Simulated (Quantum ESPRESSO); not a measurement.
# CaSe (Fm-3m) in Quantum ESPRESSO: equation of state

How stiff is CaSe in PBEsol, and what volume does it want? The cell is scaled to several volumes.

All numbers are computed with Quantum ESPRESSO 7.5; they aren't measurements. Logs are shortened: lines on timing, memory, paths and dates and some standing lists are left out, and cuts for length are marked.

## (1) The crystal as given

Symmetry: Fm-3m, No. 225, cubic system. The conventional cell has a = 5.912 Å, b = 5.912 Å, c = 5.912 Å, α = 90.00°, β = 90.00°, γ = 90.00°. Se (site symmetry m-3m) is surrounded by 6 Ca at 2.96 Å. Ca (site symmetry m-3m) is surrounded by 6 Se at 2.96 Å.

## (2) Single point, PBEsol, 24.28 Å³/atom

pw.in

```
&CONTROL
  calculation = 'scf'
  prefix = 'pwscf'
  outdir = './tmp'
  pseudo_dir = './pseudo'
  tstress = .true.
  disk_io = 'nowf'
/
&SYSTEM
  ibrav = 0
  nat = 2
  ntyp = 2
  ecutwfc = 45
  ecutrho = 360
  nbnd = 14
  occupations = 'smearing'
  smearing = 'fd'
  degauss = 0.00367493
/
&ELECTRONS
  conv_thr = 4d-10
  electron_maxstep = 120
  mixing_beta = 0.5
/
ATOMIC_SPECIES
Se    78.9710 se_pbesol_v1.uspp.F.UPF
Ca    40.0780 ca_pbesol_v1.uspp.F.UPF
CELL_PARAMETERS angstrom
   0.0000000000    2.8956565374    2.8956565374
   2.8956565374    0.0000000000    2.8956565374
   2.8956565374    2.8956565374    0.0000000000
ATOMIC_POSITIONS crystal
Se     0.5000000000    0.5000000000    0.5000000000
Ca     0.0000000000    0.0000000000    0.0000000000
K_POINTS automatic
8 8 8 0 0 0
```

Potentials or basis: GBRV 1.5 PBEsol.

On the command line:

```console
> OMP_NUM_THREADS=1 mpirun -n 2 pw.x -nk 2 -in pw.in > pw.out
```

pw.out:

```text
This program is part of the open-source Quantum ESPRESSO suite
     for quantum simulation of materials; please cite
         "P. Giannozzi et al., J. Phys.:Condens. Matter 21 395502 (2009);
         "P. Giannozzi et al., J. Phys.:Condens. Matter 29 465901 (2017);
         "P. Giannozzi et al., J. Chem. Phys. 152 154105 (2020);
     in publications or presentations arising from this work. More details at

     Message from routine setup:
     using ibrav=0 with symmetry is DISCOURAGED, use correct ibrav instead

     K-points division:     npool     =       2
     Subspace diagonalization in iterative solution of the eigenvalue problem:
     a serial algorithm will be used

     G-vector sticks info
     --------------------
     sticks:   dense  smooth     PW     G-vecs:    dense   smooth      PW
     Sum        1495     745    223                38013    13371    2229

     Using Slab Decomposition

     bravais-lattice index     =            0
     lattice parameter (alat)  =       7.7386  a.u.
     unit-cell volume          =     327.6934 (a.u.)^3
     number of atoms/cell      =            2
     number of atomic types    =            2
     number of electrons       =        16.00
     number of Kohn-Sham states=           14
     kinetic-energy cutoff     =      45.0000  Ry
     charge density cutoff     =     360.0000  Ry
     scf convergence threshold =      4.0E-10
     mixing beta               =       0.5000
     number of iterations used =            8  plain     mixing
     Exchange-correlation= SLA  PW   PSX  PSC
                           (   1   4  10   8   0   0   0)

     celldm(1)=   7.738574  celldm(2)=   0.000000  celldm(3)=   0.000000
     celldm(4)=   0.000000  celldm(5)=   0.000000  celldm(6)=   0.000000

     crystal axes: (cart. coord. in units of alat)
               a(1) = (   0.000000   0.707107   0.707107 )
               a(2) = (   0.707107   0.000000   0.707107 )
               a(3) = (   0.707107   0.707107   0.000000 )

     reciprocal axes: (cart. coord. in units 2 pi/alat)
               b(1) = ( -0.707107  0.707107  0.707107 )
               b(2) = (  0.707107 -0.707107  0.707107 )
               b(3) = (  0.707107  0.707107 -0.707107 )

     PseudoPot. # 1 for Se read from file:
     se_pbesol_v1.uspp.F.UPF
     Pseudo is Ultrasoft + core correction, Zval =  6.0
     Generated by new atomic code, or converted to UPF format
     Using radial grid of  877 points,  6 beta functions with:
                l(1) =   0
                l(2) =   0
                l(3) =   1
                l(4) =   1
                l(5) =   2
                l(6) =   2
     Q(r) pseudized with  8 coefficients,  rinner =    1.300   1.300   1.300
                                                       1.300   1.300

     PseudoPot. # 2 for Ca read from file:
     ca_pbesol_v1.uspp.F.UPF
     Pseudo is Ultrasoft + core correction, Zval = 10.0
     Generated by new atomic code, or converted to UPF format
     Using radial grid of  845 points,  6 beta functions with:
                l(1) =   0
                l(2) =   0
                l(3) =   1
                l(4) =   1
                l(5) =   2
                l(6) =   2
     Q(r) pseudized with  8 coefficients,  rinner =    1.500   1.500   1.500
                                                       1.500   1.500

     atomic species   valence    mass     pseudopotential
     Se                6.00    78.97100     Se( 1.00)
     Ca               10.00    40.07800     Ca( 1.00)

     48 Sym. Ops., with inversion, found

   Cartesian axes

     site n.     atom                  positions (alat units)
         1        Se     tau(   1) = (   0.7071068   0.7071068   0.7071068  )
         2        Ca     tau(   2) = (   0.0000000   0.0000000   0.0000000  )

     number of k points=    29  Fermi-Dirac smearing, width (Ry)=  0.0037
                       cart. coord. in units 2pi/alat
        k(    1) = (   0.0000000   0.0000000   0.0000000), wk =   0.0039062
        k(    2) = (   0.0883883   0.0883883  -0.0883883), wk =   0.0312500
        k(    3) = (   0.1767767   0.1767767  -0.1767767), wk =   0.0312500
        k(    4) = (   0.2651650   0.2651650  -0.2651650), wk =   0.0312500
        k(    5) = (  -0.3535534  -0.3535534   0.3535534), wk =   0.0156250
        k(    6) = (   0.1767767   0.0000000   0.0000000), wk =   0.0234375
[... 21 lines left out ...]
        k(   28) = (  -0.7071068   0.1767767  -0.0000000), wk =   0.0468750
        k(   29) = (  -0.7071068   0.3535534   0.0000000), wk =   0.0234375

     Dense  grid:    38013 G-vectors     FFT dimensions: (  48,  48,  48)

     Smooth grid:    13371 G-vectors     FFT dimensions: (  36,  36,  36)

     Initial potential from superposition of free atoms

     starting charge      15.9948, renormalised to      16.0000
     Starting wfcs are   14 randomized atomic wfcs

     Self-consistent Calculation

     iteration #  1     ecut=    45.00 Ry     beta= 0.50
     Davidson diagonalization with overlap
     ethr =  1.00E-02,  avg # of iterations =  3.3

     Threshold (ethr) on eigenvalues was too large:
     Diagonalizing with lowered threshold

     Davidson diagonalization with overlap
     ethr =  2.27E-04,  avg # of iterations =  2.9

     total energy              =    -118.44270081 Ry
     estimated scf accuracy    <       0.03420632 Ry

     iteration #  2     ecut=    45.00 Ry     beta= 0.50
     Davidson diagonalization with overlap
     ethr =  2.14E-04,  avg # of iterations =  2.0

     total energy              =    -118.44788377 Ry
     estimated scf accuracy    <       0.00285191 Ry

     iteration #  3     ecut=    45.00 Ry     beta= 0.50
     Davidson diagonalization with overlap
     ethr =  1.78E-05,  avg # of iterations =  2.2

     total energy              =    -118.44823752 Ry
     estimated scf accuracy    <       0.00059691 Ry
[... 19 lines left out ...]
     total energy              =    -118.44828009 Ry
     estimated scf accuracy    <       0.00000002 Ry

     iteration #  7     ecut=    45.00 Ry     beta= 0.50
     Davidson diagonalization with overlap
     ethr =  1.27E-10,  avg # of iterations =  3.2

     total energy              =    -118.44828009 Ry
     estimated scf accuracy    <          4.2E-09 Ry

     iteration #  8     ecut=    45.00 Ry     beta= 0.50
     Davidson diagonalization with overlap
     ethr =  2.64E-11,  avg # of iterations =  3.0

     End of self-consistent calculation

          k = 0.0000 0.0000 0.0000 (  1687 PWs)   bands (ev):

   -32.7691 -13.8539 -13.8539 -13.8539  -5.4495   6.6071   6.6071   6.6071
    10.1421  10.2211  10.2211  10.2211  10.8877  10.8877

          k = 0.0884 0.0884-0.0884 (  1684 PWs)   bands (ev):

   -32.7676 -13.8782 -13.8553 -13.8553  -5.3390   5.7698   6.3287   6.3287
    10.1852  10.4559  10.4559  11.1161  11.3458  11.3458

          k = 0.1768 0.1768-0.1768 (  1657 PWs)   bands (ev):

   -32.7641 -13.9358 -13.8589 -13.8589  -5.0576   4.4254   5.8074   5.8074
    10.2764  11.0262  11.0262  12.4528  12.4528  12.6152

          k = 0.2652 0.2652-0.2652 (  1667 PWs)   bands (ev):

   -32.7606 -13.9918 -13.8624 -13.8624  -4.7500   3.4047   5.4026   5.4026
    10.6616  11.7832  11.7832  12.7804  13.6652  13.6652

          k =-0.3536-0.3536 0.3536 (  1676 PWs)   bands (ev):

   -32.7591 -14.0146 -13.8639 -13.8639  -4.6126   3.0238   5.2562   5.2562
    11.0847  12.2240  12.2422  12.2423  14.5252  14.5252

          k = 0.1768 0.0000 0.0000 (  1683 PWs)   bands (ev):

   -32.7672 -13.8763 -13.8604 -13.8604  -5.3095   5.5162   6.3445   6.3445
     9.8404  10.6510  10.8375  10.8375  10.9990  12.2736

          k = 0.2652 0.0884-0.0884 (  1670 PWs)   bands (ev):

   -32.7643 -13.9176 -13.8665 -13.8632  -5.1044   4.6199   5.8619   5.9855
     9.8142  11.0266  11.2320  11.7397  11.7486  13.6044

          k = 0.3536 0.1768-0.1768 (  1671 PWs)   bands (ev):

   -32.7608 -13.9701 -13.8701 -13.8686  -4.8265   3.7378   5.3272   5.5629
    10.1921  11.7169  11.9039  12.6665  12.6865  14.1558

          k =-0.2652-0.4419 0.4419 (  1673 PWs)   bands (ev):

   -32.7587 -14.0013 -13.8756 -13.8690  -4.6396   3.2353   5.0762   5.3019
    10.8713  12.1474  12.3134  12.4389  13.5724  14.2759

          k =-0.1768-0.3536 0.3536 (  1668 PWs)   bands (ev):

   -32.7591 -13.9946 -13.8796 -13.8640  -4.6750   3.3317   5.1446   5.2911
    11.0027  11.8234  12.1629  12.6401  13.0899  14.4824

          k =-0.0884-0.2652 0.2652 (  1663 PWs)   bands (ev):

   -32.7620 -13.9546 -13.8772 -13.8579  -4.9066   3.9959   5.5030   5.5347
    10.6123  11.0988  11.8193  11.8688  13.1349  13.6426

          k = 0.0000-0.1768 0.1768 (  1683 PWs)   bands (ev):

   -32.7655 -13.9060 -13.8674 -13.8543  -5.1787   4.9631   5.9527   6.0311
    10.4581  10.5793  10.8737  11.1170  12.3437  12.4878

          k = 0.3536 0.0000 0.0000 (  1700 PWs)   bands (ev):

   -32.7625 -13.9220 -13.8762 -13.8762  -5.0240   4.2955   5.9315   5.9315
     9.1248  11.2471  11.2855  12.0437  12.0437  14.9983

          k = 0.4419 0.0884-0.0884 (  1670 PWs)   bands (ev):

   -32.7597 -13.9510 -13.8852 -13.8824  -4.8599   3.9265   5.4515   5.6830
     9.2220  11.7103  11.8885  12.5359  12.5382  14.3283

          k =-0.1768-0.5303 0.5303 (  1667 PWs)   bands (ev):

   -32.7575 -13.9723 -13.9005 -13.8814  -4.7032   3.7220   4.8380   5.4182
     9.8924  12.4061  12.4536  12.7004  12.8025  13.6890

          k =-0.0884-0.4419 0.4419 (  1664 PWs)   bands (ev):

   -32.7573 -13.9735 -13.9132 -13.8738  -4.6494   3.6568   4.6304   5.2810
    10.9085  11.8196  12.0891  12.5763  13.7092  13.7314

          k = 0.0000-0.3536 0.3536 (  1682 PWs)   bands (ev):

   -32.7592 -13.9655 -13.9044 -13.8641  -4.7355   3.7203   4.9473   5.3271
    11.4061  11.5038  11.7451  12.1227  13.0777  14.4709

          k = 0.5303-0.0000 0.0000 (  1672 PWs)   bands (ev):

   -32.7578 -13.9560 -13.8922 -13.8922  -4.8344   3.8746   5.6765   5.6765
     8.5701  11.6021  11.8603  12.7519  12.7519  13.4307

          k =-0.0884-0.6187 0.6187 (  1671 PWs)   bands (ev):

   -32.7564 -13.9614 -13.9065 -13.8937  -4.7648   3.9146   5.1865   5.5441
     8.8706  11.9745  12.3376  12.7315  12.7506  12.9431

          k = 0.0000-0.5303 0.5303 (  1666 PWs)   bands (ev):

   -32.7562 -13.9474 -13.9366 -13.8861  -4.6882   4.1545   4.3609   5.3801
     9.7545  12.4693  12.4757  12.4885  12.7394  13.5095

          k =-0.7071 0.0000 0.0000 (  1660 PWs)   bands (ev):

   -32.7559 -13.9669 -13.8988 -13.8988  -4.7898   3.8827   5.5995   5.5995
     8.3700  11.7440  11.8331  12.8447  12.8447  12.9076

          k = 0.3536 0.1768 0.0000 (  1668 PWs)   bands (ev):

   -32.7615 -13.9438 -13.8844 -13.8656  -4.9196   4.0805   5.5382   5.5913
     9.9055  11.3987  11.8570  11.8915  12.6484  14.4606

          k =-0.2652-0.4419 0.6187 (  1663 PWs)   bands (ev):

   -32.7587 -13.9717 -13.8961 -13.8721  -4.7258   3.6733   5.0158   5.3264
    10.4299  11.9404  12.2379  12.4343  12.9033  14.6895

          k =-0.1768-0.3536 0.5303 (  1676 PWs)   bands (ev):

   -32.7575 -13.9838 -13.8985 -13.8765  -4.6425   3.5182   4.8071   5.2282
    11.0808  11.3895  12.4850  12.8200  13.1847  14.0484

          k =-0.1768-0.5303 0.7071 (  1662 PWs)   bands (ev):

   -32.7575 -13.9590 -13.9016 -13.8889  -4.7622   3.8735   5.2195   5.3175
     9.4332  11.8055  12.4623  12.7085  12.7681  13.5376

          k =-0.0884-0.4419 0.6187 (  1671 PWs)   bands (ev):

   -32.7564 -13.9554 -13.9207 -13.8925  -4.6816   4.0172   4.6053   5.1542
    10.1846  11.8177  12.2764  12.7132  12.8015  14.2433

          k = 0.0000-0.3536 0.5303 (  1665 PWs)   bands (ev):

   -32.7568 -13.9571 -13.9244 -13.8832  -4.6656   3.9054   4.5669   5.1530
    11.1205  11.1712  12.1346  12.5962  13.1374  14.6852

          k =-0.7071 0.1768-0.0000 (  1670 PWs)   bands (ev):

   -32.7559 -13.9569 -13.9087 -13.9040  -4.7321   4.0202   5.1169   5.1475
     9.2648  11.8618  12.4305  12.6540  12.8482  13.1825

          k =-0.7071 0.3536 0.0000 (  1648 PWs)   bands (ev):

   -32.7559 -13.9328 -13.9328 -13.9091  -4.6730   4.4428   4.4428   4.7638
    10.9989  10.9989  11.9820  12.5739  12.8516  15.7212

     the Fermi energy is     7.4976 ev

!    total energy              =    -118.44828010 Ry
     estimated scf accuracy    <          3.8E-10 Ry
     smearing contrib. (-TS)   =      -0.00000000 Ry
     internal energy E=F+TS    =    -118.44828010 Ry

     The total energy is F=E-TS. E is the sum of the following terms:
     one-electron contribution =     -26.95817297 Ry
     hartree contribution      =      18.78292625 Ry
     xc contribution           =     -41.34855507 Ry
     ewald contribution        =     -68.92447831 Ry

     convergence has been achieved in   8 iterations

     Computing stress (Cartesian axis) and pressure

          total   stress  (Ry/bohr**3)                   (kbar)     P=       22.37
   0.00015204  -0.00000000  -0.00000000           22.37       -0.00       -0.00
  -0.00000000   0.00015204  -0.00000000           -0.00       22.37       -0.00
  -0.00000000  -0.00000000   0.00015204           -0.00       -0.00       22.37

=------------------------------------------------------------------------------=
   JOB DONE.
=------------------------------------------------------------------------------=
```

Run time: 7.6 s. Hardware: 2 MPI ranks of Intel Xeon 6975P-C (Granite Rapids), shared host; peak memory 0.26 GiB.

Results:

```
Free energy            : -1611.5709 eV
Pressure               : 2.2 GPa
Band gap on the k mesh : 1.76 eV, indirect (least direct gap 2.77 eV)
```

## (3) Single point, PBEsol, 24.80 Å³/atom

pw.in, as its differences from that of step 2:

```diff
@@ -28,5 +28,5 @@
 CELL_PARAMETERS angstrom
-   0.0000000000    2.8956565374    2.8956565374
-   2.8956565374    0.0000000000    2.8956565374
-   2.8956565374    2.8956565374    0.0000000000
+   0.0000000000    2.9160491567    2.9160491567
+   2.9160491567    0.0000000000    2.9160491567
+   2.9160491567    2.9160491567    0.0000000000
 ATOMIC_POSITIONS crystal
```

Potentials or basis: GBRV 1.5 PBEsol.

On the command line:

```console
> OMP_NUM_THREADS=1 mpirun -n 2 pw.x -nk 2 -in pw.in > pw.out
```

Run time: 8.3 s. Hardware: 2 MPI ranks of Intel Xeon 6975P-C (Granite Rapids), shared host; peak memory 0.26 GiB.

It converged, with:

```yaml
Free_energy: -1611.5815 eV
Pressure: 1.0 GPa
Band_gap_on_the_k_mesh: 1.82 eV, indirect (least direct gap 2.81 eV)
```

(Continued in part 2 of 2.)
